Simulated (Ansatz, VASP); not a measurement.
## Two plane-wave programs on As

```
As
1.0
     1.79481    1.03624    4.92509
    -1.79481    1.03624    4.92509
     0.00000   -2.07247    4.92509
As
2
Cartesian
  0.0000 0.0000 11.6312
  0.0000 0.0000 3.1441
```

Alike in both runs: functional r2SCAN; k mesh 9 × 9 × 9; occupations gaussian, width 0.02 eV; no spin polarisation.

Ansatz relaxed the structure, and its values are those at the end. VASP's run is a single point on that final structure, the one shown.

|  | VASP | Ansatz |
| --- | --- | --- |
| version | VASP 6.6.1 | Ansatz 0.2.0 |
| potentials or method | VASP PAW PBE potentials, release 64 (As) | scalar-relativistic, plane waves, PAW |
| plane-wave cutoff (eV) | 520 | 500 |
| valence electrons in the cell | 10 | 30 |

|  | VASP | Ansatz | Ansatz less VASP |
| --- | --- | --- | --- |
| gap on the k mesh at the Fermi level (eV) | 0.43 | 0.45 | +0.023 |
| least direct gap on the mesh (eV) | 1.19 | 1.23 | +0.044 |
| pressure (GPa) | 0.4 | 0.3 | -0.13 |
| rms of the force components (eV/Å) | 0.036 | 0.000 | -0.0360 |

The two sets of potentials don't hold the same shells in valence.

Caveats: the PAW data sets were made with another functional, which shifts forces and pressure a little (VASP); an odd mesh through Γ misses points on the zone boundary, where band edges often lie.
